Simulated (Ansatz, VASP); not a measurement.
# Two plane-wave programs on Al

Contents of INCAR:

```
PREC = Accurate ; ENCUT = 520
EDIFF = 1E-7 ; ISMEAR = 1
SIGMA = 0.2 ; LREAL = F
LASPH = T ; NELM = 80
ALGO = Fast ; ISIF = 2
LWAVE = F ; LCHARG = F
NBANDS = 8
```

KPOINTS

```
regular mesh
0
Gamma
  20 20 20
```

Contents of POSCAR:

```
Al
1.0
   -1.5912186900      1.5912186900      1.5912186900
    1.5912186900     -1.5912186900      1.5912186900
    1.5912186900      1.5912186900     -1.5912186900
Al
1
Direct
    0.0000000000      0.0000000000      0.0000000000
```

Input for Ansatz:

```yaml
crystal:
  lattice:
    - [-1.59121869, 1.59121869, 1.59121869]
    - [1.59121869, -1.59121869, 1.59121869]
    - [1.59121869, 1.59121869, -1.59121869]
  atoms:
    - { symbol: Al, position: [0.0, 0.0, 0.0] }
basis:
  ecutwfc: 420
kpoints:
  mp_grid: { grid: [20, 20, 20] }
hamiltonian:
  xc: lda
scf:
  occupations: { method: methfessel_paxton, width: 0.2 }
output:
  forces: true
  stress: true
  eigenvalues: true
```

This isn't the form of Al at room conditions, which is fcc.

Alike in both runs: task single point; functional LDA; k mesh 20 × 20 × 20; occupations methfessel-paxton of order 1, width 0.2 eV; no spin polarisation.

|  | VASP | Ansatz |
| --- | --- | --- |
| version | VASP 6.6.1 | Ansatz 0.2.0 |
| potentials or method | VASP PAW LDA potentials, release 64 (Al) | scalar-relativistic, plane waves, PAW |
| plane-wave cutoff (eV) | 520 | 420 |
| valence electrons in the cell | 3 | 3 |

```tsv
	VASP	Ansatz	Ansatz less VASP
gap on the k mesh at the Fermi level (eV)	none	none	-
pressure (GPa)	0.5	0.4	-0.08
```

A gap of «none» marks a metal or a gap that the smearing closes.
